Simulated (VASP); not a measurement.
VASP ran on this input.

File POSCAR:
```
CaF2
1
    0.0000000000     5.2620586200     5.2620586200
    5.2620586200     0.0000000000     5.2620586200
    5.2620586200     5.2620586200     0.0000000000
Ca F
1 2
Direct
  0.0000000000   0.0000000000   0.0000000000
  0.2500000000   0.2500000000   0.2500000000
  0.7500000000   0.7500000000   0.7500000000
```

INCAR:
```
SYSTEM = CaF2
PREC = Accurate
ENCUT = 520
EDIFF = 1E-6
NELM = 100
ALGO = Normal
LREAL = .FALSE.
LASPH = .TRUE.
ISMEAR = 0
SIGMA = 0.05
GGA = PE
LWAVE = .FALSE.
LCHARG = .FALSE.
ISIF = 2
```

### KPOINTS
```
Automatic mesh
0
Gamma
3 3 3
0 0 0
```

POTCAR, in this order: Ca_sv F (PBE.64 set). Program: vasp_std.

The run wrote:

File standard output:
```
 POSCAR found type information on POSCAR CaF
 POSCAR found :  2 types and       3 ions
 Reading from existing POTCAR
 Reading from existing POTCAR
 LDA part: xc-table for (Slater+PW92), standard interpolation
 POSCAR, INCAR and KPOINTS ok, starting setup
 WAVECAR not read
 entering main loop
       N       E                     dE             d eps       ncg     rms          rms(c)
DAV:   1     0.178552406686E+03    0.17855E+03   -0.97491E+03   160   0.112E+03
DAV:   2     0.766227547031E+01   -0.17089E+03   -0.16139E+03   192   0.261E+02
DAV:   3    -0.141795158304E+02   -0.21842E+02   -0.21826E+02   128   0.966E+01
DAV:   4    -0.148955994680E+02   -0.71608E+00   -0.71589E+00   248   0.156E+01
DAV:   5    -0.148970975066E+02   -0.14980E-02   -0.14979E-02   152   0.815E-01    0.117E+01
DAV:   6    -0.868880307525E+01    0.62083E+01   -0.22372E+01   176   0.257E+01    0.514E+00
DAV:   7    -0.769178710174E+01    0.99702E+00   -0.11077E+00   176   0.554E+00    0.316E+00
DAV:   8    -0.706988434836E+01    0.62190E+00   -0.13939E+00   176   0.823E+00    0.156E+00
DAV:   9    -0.727252529694E+01   -0.20264E+00   -0.13119E+00   192   0.434E+00    0.216E+00
DAV:  10    -0.732811230599E+01   -0.55587E-01   -0.25294E+00   240   0.351E+00    0.723E+00
DAV:  11    -0.725185717392E+01    0.76255E-01   -0.64771E-01   200   0.269E+00    0.427E+00
DAV:  12    -0.721695900302E+01    0.34898E-01   -0.44875E+00   224   0.443E+00    0.194E+00
DAV:  13    -0.715152101464E+01    0.65438E-01   -0.42843E-01   200   0.302E+00    0.834E-01
DAV:  14    -0.716326096533E+01   -0.11740E-01   -0.33057E-02   224   0.721E-01    0.110E+00
DAV:  15    -0.715580152384E+01    0.74594E-02   -0.67666E-03   216   0.258E-01    0.958E-01
DAV:  16    -0.715569486922E+01    0.10665E-03   -0.23198E-03   224   0.246E-01    0.101E+00
DAV:  17    -0.713203333825E+01    0.23662E-01   -0.88440E-02   240   0.682E-01    0.210E-01
DAV:  18    -0.713294612495E+01   -0.91279E-03   -0.25549E-02   208   0.474E-01    0.816E-02
DAV:  19    -0.713434184561E+01   -0.13957E-02   -0.11899E-02   200   0.251E-01    0.251E-01
DAV:  20    -0.713342451084E+01    0.91733E-03   -0.82569E-03   248   0.262E-01    0.295E-02
DAV:  21    -0.713371656043E+01   -0.29205E-03   -0.23160E-03   248   0.115E-01    0.971E-02
DAV:  22    -0.713367714944E+01    0.39411E-04   -0.34827E-04   200   0.638E-02    0.841E-02
DAV:  23    -0.713353689970E+01    0.14025E-03   -0.56052E-04   256   0.589E-02    0.209E-02
DAV:  24    -0.713353712398E+01   -0.22428E-06   -0.25532E-05   184   0.209E-02    0.173E-02
DAV:  25    -0.713353460940E+01    0.25146E-05   -0.86595E-05   256   0.132E-02    0.745E-03
DAV:  26    -0.713353568364E+01   -0.10742E-05   -0.21246E-05   224   0.148E-02    0.598E-03
DAV:  27    -0.713353624317E+01   -0.55953E-06   -0.50504E-06   240   0.774E-03
   1 F= -.71335362E+01 E0= -.71335362E+01  d E =-.766933E-20
```

File OUTCAR:
```
------------------------ aborting loop because EDIFF is reached ----------------------------------------
  FORCE on cell =-STRESS in cart. coord.  units (eV):
  Direction    XX          YY          ZZ          XY          YZ          ZX
  --------------------------------------------------------------------------------------
  Total       -4.7037042     -4.7037042     -4.7037042      0.0000000      0.0000000      0.0000000
  in kB      -25.8614903    -25.8614903    -25.8614903      0.0000000      0.0000000      0.0000000
  external PRESSURE =     -25.8614903 kB  Pullay stress =       0.0000000 kB
  volume of cell :      291.41
      direct lattice vectors                 reciprocal lattice vectors
     0.000000000  5.262058620  5.262058620    -0.095019846  0.095019846  0.095019846
     5.262058620  0.000000000  5.262058620     0.095019846 -0.095019846  0.095019846
     5.262058620  5.262058620  0.000000000     0.095019846  0.095019846 -0.095019846
 POSITION                                       TOTAL-FORCE (eV/Angst)
 -----------------------------------------------------------------------------------
      0.00000      0.00000      0.00000        -0.000000      0.000000      0.000000
      2.63103      2.63103      2.63103         0.000000     -0.000000      0.000000
      7.89309      7.89309      7.89309        -0.000000      0.000000     -0.000000
 -----------------------------------------------------------------------------------
    total drift:                                0.000000      0.000000      0.000000
  FREE ENERGIE OF THE ION-ELECTRON SYSTEM (eV)
  ---------------------------------------------------
  free  energy   TOTEN  =        -7.1335362432 eV

  energy  without entropy=       -7.1335362432  energy(sigma->0) =       -7.13353624
```
(Selected blocks of OUTCAR.)

Problem. Read input and log: which fault does this run have?
A) the mesh has unequal divisions along equivalent axes and breaks the lattice's symmetry
B) the lattice vectors form a left-handed set
C) selective dynamics freezes every atom
D) the lattice was typed in bohr, and VASP reads ångström

Solution. D, the lattice was typed in bohr, and VASP reads ångström. The run ends without an error. Against the sound run, the energy per atom (σ→0) rises by 3.400 eV/atom; the pressure falls by 0.50 GPa; the band gap decreases by 6.31 eV; the volume grows by 570 %.

To mend it, correct POSCAR, correct KPOINTS.
### POSCAR
```
CaF2
1
    0.0000000000     2.7846000000     2.7846000000
    2.7846000000     0.0000000000     2.7846000000
    2.7846000000     2.7846000000     0.0000000000
Ca F
1 2
Direct
  0.0000000000   0.0000000000   0.0000000000
  0.2500000000   0.2500000000   0.2500000000
  0.7500000000   0.7500000000   0.7500000000
```
### KPOINTS
```
Automatic mesh
0
Gamma
5 5 5
0 0 0
```
The mended run (PBE GGA, plane waves, VASP's PBE PAW potentials (set 64)) converges, and its OSZICAR ends with
```
   1 F= -.17334966E+02 E0= -.17334966E+02  d E =-.102180E-13
```

The compound is CaF2 in the fluorite structure. The cell was not relaxed at this level.
